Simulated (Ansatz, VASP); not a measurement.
**Ru: VASP beside Ansatz**

```xyz
2
Lattice="2.7240 0.0000 0.0000 -1.3620 2.3591 0.0000 0.0000 0.0000 4.3320" Properties=species:S:1:pos:R:3 pbc="T T T"
Ru    0.0000    1.5727    1.0830
Ru    1.3620    0.7864    3.2490
```

Alike in both runs: task single point; functional PBE; k mesh 5 × 5 × 3; occupations gaussian, width 0.1 eV; no spin polarisation.

|  | VASP | Ansatz |
| --- | --- | --- |
| version | VASP 6.6.1 | Ansatz 0.2.0 |
| potentials or method | VASP PAW PBE potentials, release 64 (Ru_pv) | PAW, plane waves, scalar-relativistic |
| plane-wave cutoff (eV) | 520 | 420 |
| valence electrons in the cell | 28 | 32 |

Ansatz gave:

```
pressure (GPa)                                  : -4.1
largest component of the traceless stress (GPa) : 1.70
```

Question: Which values does VASP return?

Answer: Pressure (GPa): -4.2; largest component of the traceless stress (GPa): 1.72.

The two sets of potentials don't hold the same shells in valence.

Caveats: the k mesh is coarse (spacing up to 0.53 Å⁻¹), so the values aren't converged.
